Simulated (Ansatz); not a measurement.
MgTe (F-43m) from a database structure: a one-shot G0W0 calculation in Ansatz (G0W0@r2SCAN with 254 empty bands, a screening cutoff of 140 eV and a 4×4×4 mesh). Cell and atoms come from a relaxation with r2SCAN.

Input (YAML):
```yaml
crystal:
  lattice:
    - [0.0, 3.2331198836, 3.2331198836]
    - [3.2331198836, 0.0, 3.2331198836]
    - [3.2331198836, 3.2331198836, 0.0]
  atoms:
    - { symbol: Mg, position: [0.0, 0.0, 0.0] }
    - { symbol: Te, position: [0.75, 0.75, 0.75] }
kpoints:
  mp_grid: { grid: [4, 4, 4] }
hamiltonian:
  xc: r2scan
scf:
  occupations: { method: fixed }
gw:
  n_empty_bands: 254
  ecut_chi: 140
  qp_bands: [v2, c2]
  qp_kpoints: band_edges
  screening: { model: contour_deformation }
```

Run as `ansatz run input.yaml --threads 4 --pin off --max-ram 5529MiB --backend cpu --events-out ev --progress --plain --runs-dir out`.

Task: What wall time did it need on 4 threads of Arm Neoverse V1, with other jobs on the host, load about 0.4 per core, and how much host memory at the peak?

Result: About 43 s, with a peak of 1.2 GiB.

The log, with set-up remarks and timings taken out:
```
Functional definition: r2SCAN
Crystal: 2 atoms, lattice volume = 67.592 Å³
Basis set: ecut = 500 eV, 1687 PW (Γ)
Bands: 17, of which v1, the nominal top of the filled ones, is band 13 counted from 1 (12 counted from 0)
Symmetry: 24 space group operations
Space group: F-43m (ITA 216)
k-points: 8 of 64 (time reversal used)
preconditioner: auto → none  [insulator: Δε(μ)=3.047 eV  ℏωp=12.8 eV]
Free energy (F): -8923.327161 eV
Fermi energy:    4.047724 eV
--- Band table (eV; the first three rows and the last of 8) ---
  k-point 0: bands = […, -31.7032, -31.7032, -6.4439, 4.0477, 4.0477, 4.0477, 7.1475, 10.0512, 10.0512, 10.0512]
  k-point 1: bands = […, -31.7032, -31.7032, -6.1599, 2.1039, 3.8208, 3.8208, 8.1230, 10.3800, 10.3800, 10.7240]
  k-point 2: bands = […, -31.7031, -31.7031, -5.8224, 0.8200, 3.6268, 3.6268, 7.8718, 10.0696, 10.0696, 11.9077]
  k-point 7: bands = […, -31.7032, -31.7029, -5.6032, 1.3956, 2.1462, 2.5958, 8.9977, 10.3089, 10.8659, 10.9636]
--- G₀W₀: contour deformation, 6 samples at zero and on the imaginary axis and 2 off it, 64 q-points, 254 empty bands' worth ---
    ik  band        ε_KS         Σx   Σc(E_QP)       V_xc       Z   E_QP_lin       E_QP  E_QP is
     0    12      4.0477   -15.8085     1.2703   -13.6863  0.7844     3.1858     3.1959  root
     0    13      4.0477   -15.8085     1.2703   -13.6863  0.7844     3.1858     3.1959  root
     0    14      7.1475    -6.4890    -3.5376   -10.0361  0.8101     7.1569     7.1569  root
     0    15     10.0512    -5.1692    -3.7991    -9.2009  0.7908    10.2846    10.2838  root
     1    12      3.8208   -15.6820     1.3324   -13.4848  0.7824     2.9453     2.9560  root
     1    13      3.8208   -15.6820     1.3324   -13.4848  0.7824     2.9453     2.9560  root
     1    14      8.1230    -6.1179    -3.5929    -9.8076  0.8041     8.2200     8.2199  root
     1    15     10.3800    -4.9196    -3.8708    -9.0050  0.7880    10.5953    10.5946  root
     2    12      3.6268   -15.6309     1.4014   -13.3509  0.7804     2.7367     2.7482  root
     2    13      3.6268   -15.6309     1.4014   -13.3509  0.7804     2.7367     2.7482  root
     2    14      7.8718    -5.7997    -3.5089    -9.4124  0.8060     7.9758     7.9756  root
     2    15     10.0696    -4.5113    -3.7536    -8.4652  0.7937    10.2705    10.2699  root
     3    12      3.3685   -15.3177     1.4624   -12.9630  0.7784     2.4640     2.4762  root
     3    13      3.3685   -15.3177     1.4624   -12.9630  0.7784     2.4640     2.4762  root
     3    14      8.4908    -4.5434    -3.5012    -8.1289  0.8039     8.5752     8.5750  root
     3    15      8.8033    -5.9223    -3.6401    -9.7345  0.7996     8.9758     8.9754  root
     4    12      2.5782   -14.7198     1.6697   -12.1220  0.7705     1.6349     1.6502  root
     4    13      3.1986   -15.3009     1.5264   -12.8711  0.7764     2.2823     2.2953  root
     4    14      8.2086    -4.5223    -3.4538    -8.0789  0.8058     8.3115     8.3113  root
     4    15      9.8403    -5.7958    -3.7685    -9.7343  0.7921    10.0108    10.0104  root
     5    12      2.4958   -14.6615     1.7078   -12.0208  0.7692     1.5471     1.5629  root
     5    13      3.6039   -15.5663     1.3924   -13.2972  0.7804     2.7158     2.7272  root
     5    14      8.9204    -5.1509    -3.6671    -8.9653  0.7995     9.0680     9.0677  root
     5    15     10.3059    -5.3355    -3.9155    -9.3122  0.7865    10.3671    10.3670  root
     6    12      2.8533   -15.1522     1.6510   -12.5763  0.7724     1.9139     1.9284  root
     6    13      2.8533   -15.1522     1.6510   -12.5763  0.7724     1.9139     1.9284  root
     6    14      7.2694    -3.9241    -3.2527    -7.2367  0.8119     7.3294     7.3293  root
     6    15      8.0913    -5.1703    -3.3968    -8.7178  0.8064     8.2423     8.2420  root
```

The rows of the band table are 0: (0, 0, 0) = Γ, 1: (0, 0, 1/4), 2: (0, 0, -1/2), 7: (1/4, -1/2, -1/4).

The points are ik 0 = (0, 0, 0) (Γ), ik 1 = (0, 0, 1/4), ik 2 = (0, 0, -1/2), ik 3 = (0, 1/4, 1/4), ik 4 = (0, 1/4, -1/2), ik 5 = (0, 1/4, -1/4), ik 6 = (0, -1/2, -1/2); band 13 is the last filled one.

The quasiparticle gap on this mesh is 3.96 eV (direct at Γ), against 3.10 eV from r2SCAN: +0.86 eV. Renormalisation factors Z lie between 0.77 and 0.81. The G0W0 figures hold for the stated bands, cutoff and mesh and aren't extrapolated.

Spin-unpolarised throughout; all numbers are computed.

Spin-orbit coupling is left out, which matters wherever the heavy atoms make up the band edges.
